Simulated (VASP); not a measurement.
## LiCl (zincblende): one GW calculation on PBE orbitals in two programs

```
Li Cl
1.0
     0.00000    2.73304    2.73304
     2.73304    0.00000    2.73304
     2.73304    2.73304    0.00000
Li Cl
1 1
Direct
  0.00000 0.00000 0.00000
  0.25000 0.25000 0.25000
```

The two codes use different PAW datasets and cutoffs. VASP's cell holds 10 valence electrons and Ansatz's 10. Both sum 121 empty bands with a screening cutoff of 120 eV, short of the basis and mesh limit, and the G₀W₀ gap is that of the linearised levels of the first step.

Cutoffs: 500 eV in VASP, 420 eV in Ansatz. k meshes: 4×4×4 and 4×4×4.

```tsv
	VASP	Ansatz
PBE gap on the mesh	6.05 eV	6.05 eV
G₀W₀ gap on the mesh	8.77 eV	8.76 eV
```
